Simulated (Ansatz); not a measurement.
# C₄H₉ radical: one species, many methods

Aim: compute C₄H₉ radical with functionals from several rungs and with coupled cluster, and see how far each lands from CCSD(T) at the basis-set limit for the atomisation energy.

The runs use Ansatz 0.2.0, Gaussian basis; functionals in def2-TZVPP, the program's frozen cores in correlated methods.

Plan: LDA (SPW92), PBE-D4, revPBE-D4, BLYP-D4, r2SCAN-D4, B97M-V, PBE0-D4, B3LYP-D4, r2SCANh-D4, r2SCAN0-D4, HSE06-D4, BHLYP-D4, CAM-B3LYP-D4, LC-ωPBE, ωB97X-V, ωB97M-V, B2PLYP, PBE-QIDH; CCSD(T)/def2-SVP; CCSD(T)/def2-TZVPP; MP2/def2-QZVPP; extrapolation to the limit; RPA on PBE.

## Step 1: Structure used throughout

All runs share one geometry, relaxed beforehand with PBE0-D4 in a triple-zeta def2 set.

SMILES `[CH2]CCC`, 13 atoms, charge 0, spin multiplicity 2.

Atoms are counted from 1 here; the program's logs count them from 0.

Bond lengths: C1–C2 1.480 Å, C1–H5 1.083 Å, C1–H6 1.084 Å, C2–C3 1.523 Å, C2–H7 1.098 Å, C2–H8 1.104 Å, C3–C4 1.518 Å, C3–H9 1.096 Å, C3–H10 1.095 Å, C4–H11 1.094 Å, C4–H12 1.094 Å, C4–H13 1.092 Å. Angles: C2–C1–H5 121.1°, C2–C1–H6 120.7°, H5–C1–H6 117.8°, C1–C2–C3 113.9°, C1–C2–H7 110.0°, C1–C2–H8 109.9°, C3–C2–H7 109.6°, C3–C2–H8 108.5°, H7–C2–H8 104.5°, C2–C3–C4 112.9°, C2–C3–H9 108.9°, C2–C3–H10 109.0°, C4–C3–H9 109.8°, C4–C3–H10 109.9°, H9–C3–H10 106.1°, C3–C4–H11 111.1°, C3–C4–H12 111.1°, C3–C4–H13 111.6° and more.

## Step 2: LDA

This LDA is Slater exchange with PW92 correlation.

File in.yaml:

```yaml
crystal:
  periodic: [false, false, false]
  atoms:
    - {symbol: C, position_ang: [-1.046403, 1.709672, -0.541572]}
    - {symbol: C, position_ang: [-0.615570, 0.294019, -0.535790]}
    - {symbol: C, position_ang: [0.503005, -0.006391, 0.453133]}
    - {symbol: C, position_ang: [0.905545, -1.470010, 0.463030]}
    - {symbol: H, position_ang: [-1.626092, 2.114481, -1.361511]}
    - {symbol: H, position_ang: [-0.896320, 2.336823, 0.329362]}
    - {symbol: H, position_ang: [-0.306291, -0.007790, -1.545501]}
    - {symbol: H, position_ang: [-1.474174, -0.359885, -0.302116]}
    - {symbol: H, position_ang: [0.180951, 0.296497, 1.455908]}
    - {symbol: H, position_ang: [1.370074, 0.617170, 0.210671]}
    - {symbol: H, position_ang: [1.257251, -1.788860, -0.522345]}
    - {symbol: H, position_ang: [0.060413, -2.109838, 0.732782]}
    - {symbol: H, position_ang: [1.708209, -1.660688, 1.178848]}
basis:
  gaussian: {orbitals: def2-TZVPP}
magnetization: {spin_polarized: true, initial_magnetization: 1}
hamiltonian: {xc: lda}
output: {orbitals: {seedname: orbitals}}
```

Launch:

```sh
> ansatz run in.yaml --threads 4 --pin off --events-out ev --progress --plain --max-ram 10444MiB
```

The runs that follow: PBE-D4 (GGA); revPBE-D4 (GGA); BLYP-D4 (GGA); r2SCAN-D4 (meta-GGA); B97M-V (meta-GGA); B3LYP-D4 (hybrid); r2SCANh-D4 (hybrid); r2SCAN0-D4 (hybrid); HSE06-D4 (hybrid); BHLYP-D4 (hybrid); CAM-B3LYP-D4 (range-separated); LC-ωPBE (range-separated); ωB97X-V (range-separated); ωB97M-V (range-separated); B2PLYP (double hybrid); PBE-QIDH (double hybrid); CCSD(T) in def2-SVP; CCSD(T) in def2-TZVPP; MP2 in def2-QZVPP; RPA on PBE orbitals.

**Question.** What will the summary of the whole plan be? Wanted: atomisation energy, CCSD(T)/CBS; farthest beyond LDA; mean size of error, GGA; mean size of error, meta-GGA; mean size of error, hybrid; mean size of error, range-separated; mean size of error, double hybrid; gap, smallest and largest; T1 diagnostic.

**Answer**, as computed:

```
                               quantity                                                                                              value
        atomisation energy, CCSD(T)/CBS                                                                                      4986.0 kJ/mol
 functionals within 24.9 kJ/mol (0.5 %)  revPBE-D4, BLYP-D4, B97M-V, B3LYP-D4, r2SCANh-D4, r2SCAN0-D4, LC-ωPBE, ωB97X-V, ωB97M-V, PBE-QIDH
                    farthest beyond LDA                                                                              PBE-D4 (+91.6 kJ/mol)
                mean size of error, GGA                                                                                        38.1 kJ/mol
           mean size of error, meta-GGA                                                                                        24.9 kJ/mol
             mean size of error, hybrid                                                                                        35.4 kJ/mol
    mean size of error, range-separated                                                                                        18.3 kJ/mol
      mean size of error, double hybrid                                                                                        20.2 kJ/mol
              gap, smallest and largest                                                          1.53 eV (LDA (SPW92)), 10.26 eV (LC-ωPBE)
                          T1 diagnostic                                                                                             0.0099
triples share of the correlation energy                                                                                              3.6 %
```

LDA overbinds by 642.6 kJ/mol (13 %). PBE-D4 misses by +91.6 kJ/mol. Double hybrids carry the basis error of their MP2 part in triple zeta, and no dispersion term here, so their miss is partly the set-up's. The rungs range-separated, double hybrid miss on average by less than the doubt on the reference (24.9 kJ/mol), so they tie. Misses under about 24.9 kJ/mol are within the doubt on the reference itself, which lacks core-valence correlation, relativity and higher excitations. Hartree-Fock recovers 77 % of the binding; the rest is correlation. CCSD(T) in def2-SVP is off by -174.2 kJ/mol, which most functionals beat. Orbital gaps span 1.5 to 10.3 eV; exact exchange widens them.
